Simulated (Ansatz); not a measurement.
Take a crystal in which Ba has been replaced by Be on all its sites, with the cell rescaled by a rough guess (in some cases also distorted within its space group) and nothing relaxed:

```
Be
1.0
     0.00000    2.18069    2.18069
     2.18069    0.00000    2.18069
     2.18069    2.18069    0.00000
Be
1
Cartesian
  0.0000 0.0000 0.0000
```

Theory: Ansatz 0.2.0, DFT PBE, scalar-relativistic, plane waves, PAW.

Cutoff 420 eV; k points 16×16×16 on the computed 1-atom cell (Γ-centred); Gaussian smearing, width 0.10 eV; no spin polarisation.

(1) What pressure does the cell carry?

(2) Is it a metal on this mesh?

Results:

(1) The pressure is -20.5 GPa (positive in compression), so the cell would contract.

(2) Yes, a band crosses the Fermi level.

This fcc form isn't the element's structure at ambient conditions.